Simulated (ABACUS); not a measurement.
## Sn in ABACUS: the effect of dispersion

Sn:

```
Sn
1.0
    -3.29676    0.00000    3.29676
     0.00000    3.29676    3.29676
    -3.29676    3.29676    0.00000
Sn
2
Direct
  0.25000 0.25000 0.25000
  0.50000 0.50000 0.50000
```

This isn't the form of Sn at room conditions, which is tetragonal (white tin).

The cell isn't the ideal one: volume scaled by 1.06.

Alike in all runs:

```yaml
Program: ABACUS 3.10.1
Task: equation of state
Functional: PBEsol
Potentials_or_basis: PseudoDojo NC SR 0.4.1 PBE standard
Cutoff: 993 eV
Density_cutoff: 3973 eV
Basis: plane waves
k_mesh: 5 × 5 × 5
Occupations: fermi-dirac, width 0.05 eV
Spin: no spin polarisation
```

```tsv
dispersion	pressure (GPa)
none	?
D3	-1.3
D3(BJ)	-1.9
D3(BJ)+ABC	-1.8
```

**Question.** What does the run with dispersion none give?

**Answer.** Pressure -0.6 GPa.

Caveats: the potentials were made for another functional, which shifts forces and pressure; pairwise dispersion overbinds metals, which lowers pressure and volume (some runs).
